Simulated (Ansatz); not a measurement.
**Ge: the order of phases at one pressure**

Aim: bring Ge in several structures (bcc, hcp, beta tin, simple hexagonal, diamond) to one pressure and rank them by enthalpy. The pressure is set by scaling the first phase. Methods of the runs shown: LAPW. Companion runs by PAW are cited.

Method: DFT, PBE, all-electron LAPW, scalar-relativistic, in Ansatz 0.2.0.

## (1) Starting point

It takes space group Im-3m (No. 229, cubic). The conventional cell has a = 2.537 Å, b = 2.537 Å, c = 2.537 Å, α = 90.00°, β = 90.00°, γ = 90.00°. Ge (site symmetry m-3m) is surrounded by 8 Ge at 2.20 Å.

Coordinates:

```cif
data_structure
_symmetry_space_group_name_H-M 'Im-3m'
_symmetry_Int_Tables_number 229
_cell_length_a 2.5374
_cell_length_b 2.5374
_cell_length_c 2.5374
_cell_angle_alpha 90.000
_cell_angle_beta 90.000
_cell_angle_gamma 90.000
_cell_volume 16.34
loop_
_atom_site_label
_atom_site_type_symbol
_atom_site_symmetry_multiplicity
_atom_site_Wyckoff_symbol
_atom_site_fract_x
_atom_site_fract_y
_atom_site_fract_z
_atom_site_occupancy
Ge1 Ge 2 a 0.00000 0.00000 0.00000 1
```

The file gives the conventional cell by its symmetry; the runs use the cell typed in the input.

## (2) Bcc relaxed under pressure, LAPW

Contents of input.yaml:

```yaml
crystal:
  lattice:
    - [-1.268690184, 1.268690184, 1.268690184]
    - [1.268690184, -1.268690184, 1.268690184]
    - [1.268690184, 1.268690184, -1.268690184]
  atoms:
    - { symbol: Ge, position: [0.0, 0.0, 0.0] }
kpoints:
  mp_grid: { grid: [21, 21, 21] }
scf:
  occupations: { method: fermi_dirac, width: 0.1 }
hamiltonian:
  xc: pbe
  pseudopotentials: { kind: all_electron, lapw: { basis_error: 0.0005 } }
output:
  forces: true
  stress: true
  eigenvalues: true
relax:
  f_tol: 0.005
  max_steps: 12
  cell: { p_target: 390.0, stress_tol: 0.195 }
```

Started as:

```bash
> ansatz run input.yaml --threads 1 --pin off --max-ram 3584MiB --backend cpu --events-out ev --progress --plain --runs-dir out
```

The program printed:

```text
The last accepted step is kept in <dir> (removed where the run ends without a failure and the disk answers)
LAPW: plane waves up to 11.218 Å⁻¹, error target 5.0e-4 eV per atom; small_component_spin mean_spin; Ge in spheres of 1.066 Å, 22 of its electrons in bands, Dirac shells []
Engine: ansatz 0.2.0
Pseudopotentials: kind: all_electron
Pseudopotential: Ge, LAPW, valence charge 22, Koelling and Harmon's equation, gaussian nucleus
Functional definition: PBE
  parameter kappa = 0.804
  parameter beta = 0.06672455060314922
  exchange = pbe_x(kappa = kappa, mu = beta*pi^2/3)
  correlation = pbe_c(beta = beta)
Crystal: 1 atoms, lattice volume = 8.168 Å³
Basis set: ecut = 479.4947941031384 eV, 201 PW (Γ), exchange–correlation at level 2
Bands: 15, of which v1, the nominal top of the filled ones, is band 11 counted from 1 (10 counted from 0)
Symmetry: 48 space group operations
Space group: Im-3m (ITA 229), of the structure as read, at distance tolerance 2.0e-5 Å
k-points: 286 of 9261
Non-local potential: Ge, projectors of the file, none
Initial density: superposition of atomic densities (chi_scale 0.1, normalization cell)
Initial wavefunctions: plane waves of lowest kinetic energy (no species holds an atomic orbital)
Functional: x = pbe(κ = 0.804, μ = 0.2195149727645171), c = pbe(β = 0.06672455060314922)
iter 1 solved again at ethr=6.94e-5 eV; its pass at ethr=1.00e-1 eV (dr2=1.53e-2 eV) is discarded
SCF iter   1: F=—  HF=-57109.966426 eV  |F-HF|=—  |Δ(HF+E_count)|=         —  Δρ=2.53e-2  dr2=1.53e-2  ethr=6.94e-5  ⟨swp⟩=3.2  Hψ=30553  notcnv=0
preconditioner: auto → none  [metal: Δε(μ)=0.093 eV  Ē_g=34.385 eV  σ=0.100 eV  W_gap=0.22  n_scr=0 (ndim 8)  ℏωp=48.6 eV  f_vac=0.000  D(μ)=0.28/eV (n_scr^D=0)]
SCF iter   2: F=—  HF=-57109.895697 eV  |F-HF|=—  |Δ(HF+E_count)|=   7.07e-2  Δρ=1.04e-2  dr2=2.41e-3  ethr=6.94e-5  ⟨swp⟩=2.0  Hψ=12067  notcnv=0
SCF iter   3: F=—  HF=-57109.887519 eV  |F-HF|=—  |Δ(HF+E_count)|=   8.18e-3  Δρ=5.56e-3  dr2=6.82e-4  ethr=1.09e-5  ⟨swp⟩=2.0  Hψ=11460  notcnv=0
iter 4 solved again at ethr=8.83e-8 eV; its pass at ethr=3.10e-6 eV (dr2=1.94e-5 eV) is discarded
SCF iter   4: F=—  HF=-57109.886382 eV  |F-HF|=—  |Δ(HF+E_count)|=   1.14e-3  Δρ=8.05e-4  dr2=1.95e-5  ethr=8.83e-8  ⟨swp⟩=2.0  Hψ=20087  notcnv=0
SCF iter   5: F=-57109.886386 eV  HF=-57109.886386 eV  |F-HF|=6.43e-8  |Δ(HF+E_count)|=   3.40e-6  Δρ=2.69e-5  dr2=2.74e-8  ethr=8.83e-8  ⟨swp⟩=2.0  Hψ=11453  notcnv=0
SCF 1 converged in 5 iterations: F = -57109.886386 eV  dr2 = 2.74e-8
relax step   1: F+E_penalty+E_count = -57109.88638570 eV  Δ(F+E_penalty+E_count) = +0.000e0 eV  max|allowed force component| = 0.000e0 eV/Å  Δτ_max = 0.0000 Å  P = +389.749 GPa  Ω = 8.168 Å³  (5 SCF iters, accepted)
Crystal: 1 atoms, lattice volume = 8.166 Å³
Basis set: ecut = 479.57699505388337 eV, 201 PW (Γ), exchange–correlation at level 2
Initial density: handed on by an earlier stage of this run
Initial wavefunctions: those handed on with the density
iter 1 solved again at ethr=4.71e-11 eV; its pass at ethr=1.00e-1 eV (dr2=1.04e-8 eV) is discarded
SCF iter   1: F=—  HF=-57109.881275 eV  |F-HF|=—  |Δ(HF+E_count)|=         —  Δρ=2.25e-5  dr2=1.69e-8  ethr=4.71e-11  ⟨swp⟩=5.3  Hψ=24772  notcnv=0
preconditioner: auto → none  [metal: Δε(μ)=0.090 eV  Ē_g=35.057 eV  σ=0.100 eV  W_gap=0.21  n_scr=0 (ndim 8)  ℏωp=48.6 eV  f_vac=0.000  D(μ)=0.28/eV (n_scr^D=0)]
SCF iter   2: F=-57109.881275 eV  HF=-57109.881275 eV  |F-HF|=1.46e-10  |Δ(HF+E_count)|=   8.10e-9  Δρ=1.09e-5  dr2=3.62e-9  ethr=4.71e-11  ⟨swp⟩=2.0  Hψ=11453  notcnv=0
SCF 2 converged in 2 iterations: F = -57109.881275 eV  dr2 = 3.62e-9
relax step   2: F+E_penalty+E_count = -57109.88127503 eV  Δ(F+E_penalty+E_count) = +5.111e-3 eV  max|allowed force component| = 0.000e0 eV/Å  Δτ_max = 0.0000 Å  P = +390.090 GPa  Ω = 8.166 Å³  (2 SCF iters, accepted)
iter 1 solved again at ethr=1.65e-11 eV; its pass at ethr=1.00e-1 eV (dr2=3.63e-9 eV) is discarded
SCF iter   1: F=—  HF=-57109.881275 eV  |F-HF|=—  |Δ(HF+E_count)|=         —  Δρ=1.09e-5  dr2=3.63e-9  ethr=1.65e-11  ⟨swp⟩=2.0  Hψ=20278  notcnv=0
SCF iter   2: F=-57109.881275 eV  HF=-57109.881275 eV  |F-HF|=6.18e-10  |Δ(HF+E_count)|=   2.16e-9  Δρ=5.65e-6  dr2=1.00e-9  ethr=1.65e-11  ⟨swp⟩=2.0  Hψ=11453  notcnv=0
SCF 3 converged in 2 iterations: F = -57109.881275 eV  dr2 = 1.00e-9
relax step   3: F+E_penalty+E_count = -57109.88127503 eV  Δ(F+E_penalty+E_count) = -2.372e-9 eV  max|allowed force component| = 0.000e0 eV/Å  Δτ_max = 0.0000 Å  P = +390.090 GPa  Ω = 8.166 Å³  stress off target by 8.99e-2 GPa  SCF on the basis re-selected at this cell (its energy is not comparable with the rows above)  (2 SCF iters)
basis re-selected at this cell: Δ(F+E_penalty+E_count) = -2.372e-9 eV, ΔP = +0.000 GPa vs the last step (what re-selecting the basis moved, after the strain that the cell walked since its last selection, with what the two solves' SCF thresholds leave and, on support functions, any second-order correction that the steps lacked; it is no measure of the basis error at this ecutwfc). This SCF's stress stands 8.99e-2 GPa from its target on what of the cell is left free (relax.cell.stress_tol is 1.95e-1 GPa) and its largest allowed force component is 0.00e0 eV/Å (relax.f_tol is 5.00e-3 eV/Å): within both
SCF converged after 2 iterations
Free energy (F): -57109.881275 eV
Harris-Foulkes:  -57109.881275 eV  (|F-HF|=6.18e-10)
Internal energy: -57109.872209 eV  (E = F + TS)
E sigma→0 (E₀):  -57109.876742 eV
Entropy (-TS):   -0.009066 eV (-9.066 meV/atom)
Fermi energy:    34.103864 eV
--- Per-component energies (eV) ---
  E_band       = -558.283968
  E_kinetic    = 58366.319676
  E_xc         = -2180.754459
  E_electrostatic = -113295.437426  (all electrons and nuclei)
  E_smearing   = -0.009066  (= −TS)
  E_closure    = 0.000000  (closes the sum)
  E_atoms      = -57111.799917  (free atoms, spherical and without spin; not in F)
  Σ components = -57109.881275   (vs F -57109.881275, Δ=0.00e0)
  Basis errors (estimates in eV, not in F): energy 1.3e-4 per atom: plane waves 1.2e-4 (6.6e-5 summed), levels above the bands 3.2e-95, relativity 1.5e-8, radial functions 4.0e-6, core shells 1.2e-10; eigenvalues (radial functions only) 8.8e-6; not estimated: angular momenta, meshes, grids; target (lapw.basis_error) 5.0e-4; muffin-tin radii Ge 1.066 Å
--- Forces (eV/Å), atoms counted from 1 ---
  atom   1  Ge     0.00000000     0.00000000    -0.00000000
  max |Σ_I F_I| component: 1.19e-31 eV/Å
--- Stress (GPa, compression-positive) ---
      390.089872       0.000000       0.000000
        0.000000     390.089872       0.000000
        0.000000       0.000000     390.089872
  P = ⅓ Tr σ = 390.0899 GPa (3900.899 kbar)
--- Band table (eV; the first three rows and the last of 286) ---
  k-point 0: bands = ["-131.2895", "-78.3950", "-78.3950", "-78.3950", "7.1550", "7.1550", "7.1550", "7.8850", "7.8850", "10.3910", "55.4129", "55.4129", "55.4129", "56.6004", "56.6004"]
  k-point 1: bands = ["-131.2891", "-78.3971", "-78.3958", "-78.3949", "7.1466", "7.1589", "7.1800", "7.8764", "7.8853", "10.5017", "52.9592", "54.4506", "54.7528", "54.8028", "55.7164"]
  k-point 2: bands = ["-131.2882", "-78.4033", "-78.3981", "-78.3948", "7.1220", "7.1659", "7.2529", "7.8523", "7.8861", "10.8377", "49.3477", "52.7707", "53.0542", "53.0973", "54.9771"]
  k-point 285: bands = ["-131.2622", "-78.4694", "-78.4692", "-78.4692", "6.5997", "6.6051", "8.2274", "8.2274", "8.2324", "31.5374", "32.3054", "32.3054", "37.4358", "37.9539", "41.1202"]
--- Relaxed structure (2 steps of the walk, 2 accepted, 1 SCFs on fresh bases) ---
  F+E_penalty+E_count = -57109.88127503 eV   max|allowed force component| = 0.000e0 eV/Å   (the final SCF, on the basis selected at the relaxed cell)
  cell:  # Å, volume = 8.1661 Å³
    - [-1.2685814506687683, 1.2685814506687683, 1.2685814506687683]
    - [1.2685814506687683, -1.2685814506687683, 1.2685814506687683]
    - [1.2685814506687683, 1.2685814506687683, -1.2685814506687683]
  atoms:
    - { symbol: Ge, position: [0.0, 0.0, 0.0] }
```

It took 23 s on 1 thread of Intel Xeon Platinum 8559C (Emerald Rapids), shared host; peak memory 0.53 GiB.

Relaxation path:

```csv
step,energy from step 1 (eV/cell),largest force component (eV/Å),pressure (GPa),volume (Å³)
1,0.0000,0.0000,389.75,8.17
2,0.0051,0.0000,390.09,8.17
3,0.0051,0.0000,390.09,8.17
```

Step 1 is the start. Step 3 repeats the geometry before on a plane-wave basis chosen anew for that cell, so the energy can jump there without any move; the table keeps such jumps.

| input's cell | before | after | change |
| --- | --- | --- | --- |
| a (Å) | 2.197 | 2.197 | -0.0 % |
| b (Å) | 2.197 | 2.197 | -0.0 % |
| c (Å) | 2.197 | 2.197 | -0.0 % |
| volume (Å³/atom) | 8.17 | 8.17 | -0.0 % |

Result: pressure 390.09 GPa; no gap.

## (3) Hcp relaxed under pressure, LAPW

Contents of input.yaml:

```yaml
crystal:
  lattice:
    - [2.2537837098, 0.0, 0.0]
    - [-1.1268918549, 1.9518339474, 0.0]
    - [0.0, 0.0, 3.6966232583]
  atoms:
    - { symbol: Ge, position: [0.3333333333, 0.6666666667, 0.25] }
    - { symbol: Ge, position: [0.6666666667, 0.3333333333, 0.75] }
kpoints:
  mp_grid: { grid: [19, 19, 11] }
scf:
  occupations: { method: fermi_dirac, width: 0.1 }
hamiltonian:
  xc: pbe
  pseudopotentials: { kind: all_electron, lapw: { basis_error: 0.0005 } }
output:
  forces: true
  stress: true
  eigenvalues: true
relax:
  f_tol: 0.005
  max_steps: 12
  cell: { p_target: 390.0, stress_tol: 0.195 }
```

Started as:

```bash
> ansatz run input.yaml --threads 1 --pin off --max-ram 3584MiB --backend cpu --events-out ev --progress --plain --runs-dir out
```

The program printed:

```text
The last accepted step is kept in <dir> (removed where the run ends without a failure and the disk answers)
LAPW: plane waves up to 10.883 Å⁻¹, error target 5.0e-4 eV per atom; small_component_spin mean_spin; Ge in spheres of 1.093 Å, 22 of its electrons in bands, Dirac shells []
Engine: ansatz 0.2.0
Pseudopotentials: kind: all_electron
Pseudopotential: Ge, LAPW, valence charge 22, Koelling and Harmon's equation, gaussian nucleus
Functional definition: PBE
  parameter kappa = 0.804
  parameter beta = 0.06672455060314922
  exchange = pbe_x(kappa = kappa, mu = beta*pi^2/3)
  correlation = pbe_c(beta = beta)
Crystal: 2 atoms, lattice volume = 16.261 Å³
Basis set: ecut = 451.2763557524535 eV, 337 PW (Γ), exchange–correlation at level 2
Bands: 27, of which v1, the nominal top of the filled ones, is band 22 counted from 1 (21 counted from 0)
Symmetry: 24 space group operations
Space group: P63/mmc (ITA 194), of the structure as read, at distance tolerance 2.5e-5 Å
k-points: 240 of 3971
Non-local potential: Ge, projectors of the file, none
Initial density: superposition of atomic densities (chi_scale 0.1, normalization cell)
Initial wavefunctions: plane waves of lowest kinetic energy (no species holds an atomic orbital)
Functional: x = pbe(κ = 0.804, μ = 0.2195149727645171), c = pbe(β = 0.06672455060314922)
iter 1 solved again at ethr=6.68e-5 eV; its pass at ethr=1.00e-1 eV (dr2=2.94e-2 eV) is discarded
SCF iter   1: F=—  HF=-114219.901708 eV  |F-HF|=—  |Δ(HF+E_count)|=         —  Δρ=2.49e-2  dr2=2.96e-2  ethr=6.68e-5  ⟨swp⟩=3.1  Hψ=45229  notcnv=0
preconditioner: auto → none  [metal: Δε(μ)=0.014 eV  Ē_g=29.815 eV  σ=0.100 eV  W_gap=0.04  n_scr=8 (ndim 8)  ℏωp=48.7 eV  f_vac=0.000  D(μ)=0.41/eV (n_scr^D=2)  sad-step TF]
SCF iter   2: F=—  HF=-114219.756043 eV  |F-HF|=—  |Δ(HF+E_count)|=   1.46e-1  Δρ=1.34e-2  dr2=1.02e-2  ethr=6.68e-5  ⟨swp⟩=2.1  Hψ=18610  notcnv=0
SCF iter   3: F=—  HF=-114219.738054 eV  |F-HF|=—  |Δ(HF+E_count)|=   1.80e-2  Δρ=6.63e-3  dr2=2.45e-3  ethr=2.33e-5  ⟨swp⟩=2.0  Hψ=17997  notcnv=0
iter 4 solved again at ethr=1.55e-7 eV; its pass at ethr=5.56e-6 eV (dr2=6.80e-5 eV) is discarded
SCF iter   4: F=—  HF=-114219.735372 eV  |F-HF|=—  |Δ(HF+E_count)|=   2.68e-3  Δρ=1.03e-3  dr2=6.80e-5  ethr=1.55e-7  ⟨swp⟩=2.0  Hψ=31251  notcnv=0
SCF iter   5: F=—  HF=-114219.735377 eV  |F-HF|=—  |Δ(HF+E_count)|=   5.67e-6  Δρ=3.28e-5  dr2=6.79e-8  ethr=1.55e-7  ⟨swp⟩=2.0  Hψ=17996  notcnv=0
SCF iter   6: F=-114219.735377 eV  HF=-114219.735377 eV  |F-HF|=1.89e-10  |Δ(HF+E_count)|=   4.55e-8  Δρ=2.54e-6  dr2=3.84e-10  ethr=1.54e-10  ⟨swp⟩=2.9  Hψ=18827  notcnv=0
SCF 1 converged in 6 iterations: F = -114219.735377 eV  dr2 = 3.84e-10
relax step   1: F+E_penalty+E_count = -114219.73537725 eV  Δ(F+E_penalty+E_count) = +0.000e0 eV  max|allowed force component| = 1.110e-16 eV/Å  Δτ_max = 0.0000 Å  P = +389.819 GPa  Ω = 16.261 Å³  (6 SCF iters, accepted)
Crystal: 2 atoms, lattice volume = 16.259 Å³
Basis set: ecut = 451.32871233211876 eV, 337 PW (Γ), exchange–correlation at level 2
Initial density: handed on by an earlier stage of this run
Initial wavefunctions: those handed on with the density
iter 1 solved again at ethr=3.50e-11 eV; its pass at ethr=1.00e-1 eV (dr2=1.54e-8 eV) is discarded
SCF iter   1: F=—  HF=-114219.728491 eV  |F-HF|=—  |Δ(HF+E_count)|=         —  Δρ=7.95e-6  dr2=5.58e-9  ethr=3.50e-11  ⟨swp⟩=5.1  Hψ=40196  notcnv=0
preconditioner: auto → none  [metal: Δε(μ)=0.010 eV  Ē_g=30.484 eV  σ=0.100 eV  W_gap=0.02  n_scr=8 (ndim 8)  ℏωp=48.7 eV  f_vac=0.000  D(μ)=0.41/eV (n_scr^D=2)]
SCF iter   2: F=-114219.728491 eV  HF=-114219.728491 eV  |F-HF|=7.28e-10  |Δ(HF+E_count)|=   2.91e-9  Δρ=3.25e-6  dr2=8.37e-10  ethr=1.27e-11  ⟨swp⟩=2.0  Hψ=17997  notcnv=0
SCF 2 converged in 2 iterations: F = -114219.728491 eV  dr2 = 8.37e-10
relax step   2: F+E_penalty+E_count = -114219.72849092 eV  Δ(F+E_penalty+E_count) = +6.886e-3 eV  max|allowed force component| = 2.220e-16 eV/Å  Δτ_max = 0.0000 Å  P = +390.052 GPa  Ω = 16.259 Å³  (2 SCF iters, accepted)
iter 1 solved again at ethr=1.79e-12 eV; its pass at ethr=1.00e-1 eV (dr2=7.87e-10 eV) is discarded
SCF iter   1: F=—  HF=-114219.728491 eV  |F-HF|=—  |Δ(HF+E_count)|=         —  Δρ=3.25e-6  dr2=8.36e-10  ethr=3.32e-12 (applied; sched 1.79e-12)  ⟨swp⟩=3.2  Hψ=32131  notcnv=0  reapply=8
SCF iter   2: F=-114219.728491 eV  HF=-114219.728491 eV  |F-HF|=1.31e-10  |Δ(HF+E_count)|=  5.68e-10  Δρ=1.49e-6  dr2=1.50e-10  ethr=2.27e-12 (applied; sched 1.79e-12)  ⟨swp⟩=2.0  Hψ=17997  notcnv=0
SCF 3 converged in 2 iterations: F = -114219.728491 eV  dr2 = 1.50e-10
relax step   3: F+E_penalty+E_count = -114219.72849098 eV  Δ(F+E_penalty+E_count) = -6.400e-8 eV  max|allowed force component| = 2.220e-16 eV/Å  Δτ_max = 0.0000 Å  P = +390.052 GPa  Ω = 16.259 Å³  stress off target by 7.23e-2 GPa  SCF on the basis re-selected at this cell (its energy is not comparable with the rows above)  (2 SCF iters)
basis re-selected at this cell: Δ(F+E_penalty+E_count) = -6.400e-8 eV, ΔP = -0.000 GPa vs the last step (what re-selecting the basis moved, after the strain that the cell walked since its last selection, with what the two solves' SCF thresholds leave and, on support functions, any second-order correction that the steps lacked; it is no measure of the basis error at this ecutwfc). This SCF's stress stands 7.23e-2 GPa from its target on what of the cell is left free (relax.cell.stress_tol is 1.95e-1 GPa) and its largest allowed force component is 2.22e-16 eV/Å (relax.f_tol is 5.00e-3 eV/Å): within both
SCF converged after 2 iterations
Free energy (F): -114219.728491 eV
Harris-Foulkes:  -114219.728491 eV  (|F-HF|=1.31e-10)
Internal energy: -114219.715006 eV  (E = F + TS)
E sigma→0 (E₀):  -114219.721749 eV
Entropy (-TS):   -0.013485 eV (-6.742 meV/atom)
Fermi energy:    34.589100 eV
--- Per-component energies (eV) ---
  E_band       = -1110.212690
  E_kinetic    = 116731.940614
  E_xc         = -4361.725455
  E_electrostatic = -226589.930166  (all electrons and nuclei)
  E_smearing   = -0.013485  (= −TS)
  E_closure    = 0.000000  (closes the sum)
  E_atoms      = -114223.599835  (free atoms, spherical and without spin; not in F)
  Σ components = -114219.728491   (vs F -114219.728491, Δ=0.00e0)
  Basis errors (estimates in eV, not in F): energy 1.1e-4 per atom: plane waves 1.1e-4 (5.6e-5 summed), levels above the bands 7.4e-52, relativity 5.5e-9, radial functions 3.8e-6, core shells 4.9e-11; eigenvalues (radial functions only) 2.5e-7; not estimated: angular momenta, meshes, grids; target (lapw.basis_error) 5.0e-4; muffin-tin radii Ge 1.093 Å
--- Forces (eV/Å), atoms counted from 1 ---
  atom   1  Ge    -0.00000000    -0.00000000     0.00000000
  atom   2  Ge     0.00000000     0.00000000     0.00000000
  max |Σ_I F_I| component: 0.00e0 eV/Å
--- Stress (GPa, compression-positive) ---
      390.041564       0.000000       0.000000
       -0.000000     390.041564       0.000000
        0.000000       0.000000     390.072263
  P = ⅓ Tr σ = 390.0518 GPa (3900.518 kbar)
--- Band table (eV; the first three rows and the last of 240) ---
  k-point 0: bands = ["-131.1368", "-131.1233", "-78.3339", "-78.2609", "-78.2609", "-78.2467", "-78.2467", "-78.2421", "6.8974", "7.3805", "7.4512", "7.4512", "7.5527", "7.5527", "7.7401", "7.7401", "8.2505", "8.2505", "10.4574", "21.2340", "23.7575", "48.9081", "48.9081", "50.6644", "51.0125", "51.0125", "53.2107"]
  k-point 1: bands = ["-131.1366", "-131.1235", "-78.3321", "-78.2606", "-78.2606", "-78.2470", "-78.2470", "-78.2440", "6.9093", "7.3760", "7.4408", "7.4408", "7.5448", "7.5448", "7.7630", "7.7630", "8.2460", "8.2460", "10.5524", "20.1056", "25.0544", "49.0081", "49.0081", "50.2918", "51.0802", "51.0802", "51.4365"]
  k-point 2: bands = ["-131.1358", "-131.1243", "-78.3267", "-78.2598", "-78.2598", "-78.2494", "-78.2478", "-78.2478", "6.9439", "7.3600", "7.4198", "7.4198", "7.5232", "7.5232", "7.8203", "7.8203", "8.2316", "8.2316", "10.8407", "18.3987", "27.2663", "47.5406", "49.3059", "49.3059", "51.0285", "51.2788", "51.2788"]
  k-point 239: bands = ["-131.1195", "-131.1194", "-78.3212", "-78.3210", "-78.3052", "-78.3017", "-78.2639", "-78.2632", "7.1158", "7.1178", "7.3805", "7.4815", "7.6504", "7.6809", "7.8285", "7.8393", "8.2678", "8.2823", "25.1849", "25.7469", "27.6665", "28.2874", "29.5957", "29.7278", "46.0277", "46.8650", "48.5543"]
--- Relaxed structure (2 steps of the walk, 2 accepted, 1 SCFs on fresh bases) ---
  F+E_penalty+E_count = -114219.72849098 eV   max|allowed force component| = 2.220e-16 eV/Å   (the final SCF, on the basis selected at the relaxed cell)
  cell:  # Å, volume = 16.2587 Å³
    - [2.2536170355706644, 0.0, -5.710989586951501e-35]
    - [-1.1268085177853322, 1.9516896032055744, 4.09196030923785e-35]
    - [-9.367082050871434e-35, 2.3417705127178584e-35, 3.696526753370025]
  atoms:
    - { symbol: Ge, position: [0.3333333333333333, 0.6666666666666666, 0.24999999999999994] }
    - { symbol: Ge, position: [0.6666666666666665, 0.3333333333333333, 0.7499999999999998] }
```

It took 51 s on 1 thread of Intel Xeon Platinum 8559C (Emerald Rapids), shared host; peak memory 0.82 GiB.

The steps of the relaxation:

```
step  energy from step 1 (eV/cell)  largest force component (eV/Å)  pressure (GPa)  volume (Å³)
   1                        0.0000                          0.0000          389.82        16.26
   2                        0.0069                          0.0000          390.05        16.26
   3                        0.0069                          0.0000          390.05        16.26
```

Step 1 is the start. Step 3 repeats the geometry before on a plane-wave basis chosen anew for that cell, so the energy can jump there without any move; the table keeps such jumps.

| input's cell | before | after | change |
| --- | --- | --- | --- |
| a (Å) | 2.254 | 2.254 | -0.0 % |
| b (Å) | 2.254 | 2.254 | -0.0 % |
| c (Å) | 3.697 | 3.697 | -0.0 % |
| volume (Å³/atom) | 8.13 | 8.13 | -0.0 % |

This run gives: pressure 390.05 GPa; no gap.

(Part 1 of 3 ends here.)
